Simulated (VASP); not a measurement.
# GaSb (F-43m) in VASP: further runs, part 2 of 2

VASP 6.6.1.

## (3) Single point, PBE

File INCAR:

```
SYSTEM = GaSb
PREC = Accurate
ENCUT = 520
EDIFF = 1E-7
ISMEAR = 0
SIGMA = 0.016
LREAL = .False.
LASPH = .True.
NELM = 80
ALGO = Fast
ISIF = 2
LWAVE = .False.
LCHARG = .False.
GGA = PE
```

File KPOINTS:

```
Automatic mesh
0
Gamma
  8 8 8
  0 0 0
```

File POSCAR:

```
GaSb
1.0
    0.0000000000      3.0590000000      3.0590000000
    3.0590000000      0.0000000000      3.0590000000
    3.0590000000      3.0590000000      0.0000000000
Sb Ga
1 1
Direct
    0.7500000000      0.7500000000      0.7500000000
    0.0000000000      0.0000000000      0.0000000000
```

Potentials or basis: VASP PAW PBE potentials, release 64 (Sb, Ga_d).

Command:

```bash
$ cat potpaw_PBE.64/Sb/POTCAR potpaw_PBE.64/Ga_d/POTCAR > POTCAR
$ mpirun -np 1 vasp_std > vasp.out
```

OUTCAR:

```text
SYSTEM = GaSb
   PREC = Accurate
   ENCUT = 520
   EDIFF = 1E-7
   ISMEAR = 0
   LREAL = .False.
   LASPH = .True.
   NELM = 80
   ISIF = 2
   GGA = PE

 ion  position               nearest neighbor table
   1  0.750  0.750  0.750-   2 2.65   2 2.65   2 2.65   2 2.65
   2  0.000  0.000  0.000-   1 2.65   1 2.65   1 2.65   1 2.65

  LATTYP: Found a face centered cubic cell.
 ALAT       =     6.1180000000

  Lattice vectors:

 A1 = (   0.0000000000,   3.0590000000,   3.0590000000)
 A2 = (   3.0590000000,   0.0000000000,   3.0590000000)
 A3 = (   3.0590000000,   3.0590000000,   0.0000000000)
[... 562 lines left out ...]
      9       2.9767      2.00000
     10       7.1731      0.00000
     11       8.3038      0.00000
     12      10.2515      0.00000
     13      11.2971      0.00000

 [... further k-points ...]
[... 5 lines left out ...]
  --------------------------------------------------------------------------------------
  -------------------------------------------------------------------------------------
  Total        0.8456284      0.8456284      0.8456284     -0.0000000     -0.0000000     -0.0000000
  in kB       23.6658284     23.6658284     23.6658284     -0.0000000     -0.0000000     -0.0000000
  external PRESSURE =      23.6658284 kB  Pullay stress =       0.0000000 kB

 VOLUME and BASIS-vectors are now :
 -----------------------------------------------------------------------------
  energy-cutoff  :      520.00
  volume of cell :       57.25
      direct lattice vectors                 reciprocal lattice vectors
     0.000000000  3.059000000  3.059000000    -0.163452109  0.163452109  0.163452109
     3.059000000  0.000000000  3.059000000     0.163452109 -0.163452109  0.163452109
     3.059000000  3.059000000  0.000000000     0.163452109  0.163452109 -0.163452109

 POSITION                                       TOTAL-FORCE (eV/Angst)
 -----------------------------------------------------------------------------------
      4.58850      4.58850      4.58850         0.000000      0.000000      0.000000
      0.00000      0.00000      0.00000        -0.000000     -0.000000     -0.000000
 -----------------------------------------------------------------------------------
    total drift:                               -0.000002     -0.000002     -0.000002

  FREE ENERGIE OF THE ION-ELECTRON SYSTEM (eV)
  ---------------------------------------------------
  free  energy   TOTEN  =        -7.3458209150 eV

  energy  without entropy=       -7.3458038931  energy(sigma->0) =       -7.34581240
```

OSZICAR:

```text
N       E                     dE             d eps       ncg     rms          rms(c)
DAV:   1     0.792095153532E+02    0.79210E+02   -0.89200E+03   762   0.172E+03
DAV:   2    -0.161630671039E+01   -0.80826E+02   -0.77980E+02   849   0.312E+02
DAV:   3    -0.729435589344E+01   -0.56780E+01   -0.56598E+01   924   0.715E+01
DAV:   4    -0.739805296389E+01   -0.10370E+00   -0.10367E+00   875   0.110E+01
DAV:   5    -0.740082009707E+01   -0.27671E-02   -0.27671E-02   944   0.160E+00    0.319E+00
RMM:   6    -0.735722129882E+01    0.43599E-01   -0.64429E-02  1022   0.312E+00    0.192E+00
RMM:   7    -0.734419257869E+01    0.13029E-01   -0.51452E-02   969   0.196E+00    0.282E-01
RMM:   8    -0.734520791441E+01   -0.10153E-02   -0.11597E-02  1042   0.110E+00    0.794E-02
RMM:   9    -0.734575498289E+01   -0.54707E-03   -0.23456E-03   968   0.501E-01    0.263E-02
RMM:  10    -0.734577659174E+01   -0.21609E-04   -0.41658E-04  1139   0.233E-01    0.252E-02
RMM:  11    -0.734581773436E+01   -0.41143E-04   -0.14258E-04  1005   0.122E-01    0.584E-03
RMM:  12    -0.734582033468E+01   -0.26003E-05   -0.29157E-05  1272   0.528E-02    0.241E-03
RMM:  13    -0.734582078087E+01   -0.44619E-06   -0.34215E-06  1148   0.214E-02    0.675E-04
RMM:  14    -0.734582089426E+01   -0.11339E-06   -0.10640E-06  1036   0.115E-02    0.872E-04
RMM:  15    -0.734582091502E+01   -0.20763E-07   -0.18515E-07   688   0.593E-03
   1 F= -.73458209E+01 E0= -.73458124E+01  d E =-.170219E-04
```

Wall time 26 s (1 thread of Intel Xeon Platinum 8488C (Sapphire Rapids), shared host); peak memory 0.19 GiB.

Results:

* Free energy: -7.3458 eV
* Pressure: 2.4 GPa
* Band gap on the k mesh: 0.04 eV, direct

Caveat: spin-orbit coupling is left out, which moves the levels of the heavy elements.

## (4) Relaxation of cell and atoms, B3LYP

POSCAR is that of step 3.

File INCAR.step1:

```
SYSTEM = GaSb
PREC = Accurate ; ENCUT = 600
EDIFF = 1E-5 ; ISMEAR = -1
SIGMA = 0.05 ; LREAL = .FALSE.
LASPH = .TRUE. ; NELM = 60
ALGO = Normal ; LWAVE = .TRUE.
LCHARG = .FALSE. ; GGA = PE
```

File INCAR.step2:

```
SYSTEM = GaSb
PREC = Accurate ; ENCUT = 600
EDIFF = 1E-6 ; ISMEAR = -1
SIGMA = 0.05 ; LREAL = .FALSE.
LASPH = .TRUE. ; NELM = 60
ALGO = Normal ; ISIF = 3
LWAVE = .FALSE. ; LCHARG = .FALSE.
GGA = B3 ; LHFCALC = .TRUE.
AEXX = 0.2 ; AGGAX = 0.72
AGGAC = 0.81 ; ALDAC = 0.19
PRECFOCK = Fast ; HFRCUT = -1
IBRION = 2 ; NSW = 40
EDIFFG = -0.02 ; ISTART = 1
```

File KPOINTS:

```
regular mesh
0
G
  4 4 4
  0 0 0
```

Command:

```bash
$ cat potpaw_PBE.64/Sb/POTCAR potpaw_PBE.64/Ga_d/POTCAR > POTCAR
$ cp INCAR.step1 INCAR
$ mpirun -np 1 vasp_std > vasp.out
$ cp INCAR.step2 INCAR
$ mpirun -np 1 vasp_std > vasp.out
```

Wall time 16 min (1 thread of Intel Xeon Platinum 8488C (Sapphire Rapids), shared host); peak memory 0.22 GiB.

The run converged. Its results:

| Quantity | Value |
| --- | --- |
| Free energy | -7.9892 eV |
| Relaxed volume | 30.29 Å³/atom |
| Relaxed cell | a = 4.408 Å, b = 4.408 Å, c = 4.408 Å, α = 60.00°, β = 60.00°, γ = 60.00° |
| Space group after relaxing (to 0.05 Å) | F-43m (No. 216) |
| Energy gained by relaxing | 14.9 meV/atom |
| Ionic steps | 3 |
| Pressure after relaxing | 0.1 GPa |
| Band gap on the k mesh | 0.58 eV, direct |

The path:
| step | energy change (eV) | largest force (eV/Å) | pressure (GPa) | volume (Å³) |
| --- | --- | --- | --- | --- |
| 1 | 0.0000 | 0.0000 | 3.02 | 57.25 |
| 2 | -0.0262 | 0.0000 | -0.95 | 61.83 |
| 3 | -0.0298 | 0.0000 | 0.05 | 60.57 |

Final structure:
```xyz
2
Lattice="0.0000 3.1170 3.1170 3.1170 0.0000 3.1170 3.1170 3.1170 0.0000" Properties=species:S:1:pos:R:3 pbc="T T T"
Sb    4.6756    4.6756    4.6756
Ga    0.0000    0.0000    0.0000
```

Levels at points of the mesh, in eV from the valence-band top:
| k point | band 7 | band 8 | band 9 | band 10 | band 11 | band 12 |
| --- | --- | --- | --- | --- | --- | --- |
| (0.00, 0.00, 0.00) | 0.00 | 0.00 | 0.00 | 0.58 | 3.90 | 3.90 |
| (0.50, 0.00, 0.00) | -6.61 | -1.15 | -1.15 | 1.28 | 4.93 | 4.93 |
| (0.50, 0.50, 0.00) | -7.15 | -2.57 | -2.57 | 2.00 | 2.45 | 9.78 |

Caveat: the k mesh is coarse (spacing up to 0.44 Å⁻¹), so the values aren't converged, least of all with exact exchange; the PAW data sets were made with another functional, which shifts forces and pressure a little; spin-orbit coupling is left out, which moves the levels of the heavy elements. Zero-point motion and thermal expansion aren't in these numbers.

## (5) Summary

```tsv
task	level	cell	k mesh	cutoff (eV)	smearing	grid for exact exchange (PRECFOCK)	exchange at q = 0	mesh quality	gap on the mesh (eV)	pressure (GPa)
single point	PBE	as given	8 × 8 × 8	520	gaussian 0.026 eV	-	-	not flagged	0.04	2.4
single point	PBE	as given	8 × 8 × 8	520	gaussian 0.016 eV	-	-	not flagged	0.04	2.4
relaxation of cell and atoms	B3LYP	relaxed	4 × 4 × 4	600	fermi-dirac 0.05 eV	Fast	truncated	coarse	0.58	0.1
```

Alike in all rows: potentials or basis VASP PAW PBE potentials, release 64 (Sb, Ga_d); no spin polarisation.

Caveats: some runs use coarse meshes; spin-orbit coupling is left out, which moves the levels of the heavy elements; the PAW data sets were made with another functional, which shifts forces and pressure a little (some runs).

Total energies depend on the potentials used, so only differences within one code and one set of settings carry meaning.

## (6) Against experiment

Step 2. Against the measured gap of GaSb, 0.811 eV (direct; 4.2 K; a printed reference work, data compilation), the calculated 0.04 eV is off by -0.78 eV. Spin-orbit coupling on Ga, Sb is left out. The value is that of PBE on a finite k mesh, which can miss the band edges, without temperature or zero-point motion. Semilocal functionals fall short of measured gaps as a rule.

Step 3. Measured gap of GaSb: 0.811 eV (direct; 4.2 K; a printed reference work, data compilation). This calculation gives 0.04 eV (-0.78 eV). Spin-orbit coupling on Ga, Sb is left out. The value is that of PBE on a finite k mesh, which can miss the band edges, without temperature or zero-point motion. Semilocal functionals fall short of measured gaps as a rule.
